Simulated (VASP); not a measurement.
Here is a VASP 6.6.1 calculation.

The input run.py:

```python
from ase.calculators.vasp import Vasp
from ase.dft.bandgap import bandgap
from ase.io import read

atoms = read('Au.cif', primitive_cell=True, subtrans_included=False)
calc = Vasp(
    directory='calc',
    xc='pbe',
    pp='PBE',
    setups='minimal',
    prec='Accurate',
    encut=500,
    ediff=1e-06,
    ismear=0,
    sigma=0.02,
    lreal=False,
    lasph=True,
    nelm=80,
    algo='Normal',
    isif=2,
    lwave=False,
    lcharg=True,
    lelf=True,
    lvhar=True,
    kpts=[11, 11, 11],
    gamma=True,
    nbands=12,
)
atoms.calc = calc

print('energy (eV):', atoms.get_potential_energy())
print('free energy (eV):', atoms.get_potential_energy(force_consistent=True))
print('forces (eV/A):')
print(atoms.get_forces())
print('stress (eV/A^3, Voigt):', atoms.get_stress())
print('Fermi level (eV):', calc.get_fermi_level())
gap, top, bottom = bandgap(calc)
print('band gap (eV):', gap, 'from (spin, k, band)', top, 'to', bottom)
```

Contents of Au.cif:

```cif
data_Au
_cell_length_a 3.31453800
_cell_length_b 3.31453800
_cell_length_c 3.31453800
_cell_angle_alpha 90.00000000
_cell_angle_beta 90.00000000
_cell_angle_gamma 90.00000000
_space_group_name_H-M_alt 'Im-3m'
_space_group_name_Hall '-I 4 2 3'
_space_group_IT_number 229
loop_
_space_group_symop_operation_xyz
'x,y,z'
'-x,-y,-z'
'-y,x,z'
'y,-x,-z'
'-x,-y,z'
'x,y,-z'
'y,-x,z'
'-y,x,-z'
'x,-y,-z'
'-x,y,z'
'-y,-x,-z'
'y,x,z'
'-x,y,-z'
'x,-y,z'
'y,x,-z'
'-y,-x,z'
'z,x,y'
'-z,-x,-y'
'z,-y,x'
'-z,y,-x'
'z,-x,-y'
'-z,x,y'
'z,y,-x'
'-z,-y,x'
'-z,x,-y'
'z,-x,y'
'-z,-y,-x'
'z,y,x'
'-z,-x,y'
'z,x,-y'
'-z,y,x'
'z,-y,-x'
'y,z,x'
'-y,-z,-x'
'x,z,-y'
'-x,-z,y'
'-y,z,-x'
'y,-z,x'
'-x,z,y'
'x,-z,-y'
'-y,-z,x'
'y,z,-x'
'-x,-z,-y'
'x,z,y'
'y,-z,-x'
'-y,z,x'
'x,-z,y'
'-x,z,-y'
'x+1/2,y+1/2,z+1/2'
'-x+1/2,-y+1/2,-z+1/2'
'-y+1/2,x+1/2,z+1/2'
'y+1/2,-x+1/2,-z+1/2'
'-x+1/2,-y+1/2,z+1/2'
'x+1/2,y+1/2,-z+1/2'
'y+1/2,-x+1/2,z+1/2'
'-y+1/2,x+1/2,-z+1/2'
'x+1/2,-y+1/2,-z+1/2'
'-x+1/2,y+1/2,z+1/2'
'-y+1/2,-x+1/2,-z+1/2'
'y+1/2,x+1/2,z+1/2'
'-x+1/2,y+1/2,-z+1/2'
'x+1/2,-y+1/2,z+1/2'
'y+1/2,x+1/2,-z+1/2'
'-y+1/2,-x+1/2,z+1/2'
'z+1/2,x+1/2,y+1/2'
'-z+1/2,-x+1/2,-y+1/2'
'z+1/2,-y+1/2,x+1/2'
'-z+1/2,y+1/2,-x+1/2'
'z+1/2,-x+1/2,-y+1/2'
'-z+1/2,x+1/2,y+1/2'
'z+1/2,y+1/2,-x+1/2'
'-z+1/2,-y+1/2,x+1/2'
'-z+1/2,x+1/2,-y+1/2'
'z+1/2,-x+1/2,y+1/2'
'-z+1/2,-y+1/2,-x+1/2'
'z+1/2,y+1/2,x+1/2'
'-z+1/2,-x+1/2,y+1/2'
'z+1/2,x+1/2,-y+1/2'
'-z+1/2,y+1/2,x+1/2'
'z+1/2,-y+1/2,-x+1/2'
'y+1/2,z+1/2,x+1/2'
'-y+1/2,-z+1/2,-x+1/2'
'x+1/2,z+1/2,-y+1/2'
'-x+1/2,-z+1/2,y+1/2'
'-y+1/2,z+1/2,-x+1/2'
'y+1/2,-z+1/2,x+1/2'
'-x+1/2,z+1/2,y+1/2'
'x+1/2,-z+1/2,-y+1/2'
'-y+1/2,-z+1/2,x+1/2'
'y+1/2,z+1/2,-x+1/2'
'-x+1/2,-z+1/2,-y+1/2'
'x+1/2,z+1/2,y+1/2'
'y+1/2,-z+1/2,-x+1/2'
'-y+1/2,z+1/2,x+1/2'
'x+1/2,-z+1/2,y+1/2'
'-x+1/2,z+1/2,-y+1/2'
loop_
_atom_site_label
_atom_site_type_symbol
_atom_site_symmetry_multiplicity
_atom_site_Wyckoff_symbol
_atom_site_fract_x
_atom_site_fract_y
_atom_site_fract_z
_atom_site_occupancy
Au1 Au 2 a 0.0000000000 0.0000000000 0.0000000000 1
```

Potentials or basis: VASP PAW PBE potentials, release 64 (Au).

Run with:

```console
$ python run.py
```

Task: Predict the band gap on the k mesh.

Result: None (metal or under the smearing width).

Task: Predict the pressure.

Result: -1.1 GPa.

Spin-orbit coupling is left out, which matters for the levels of Au.
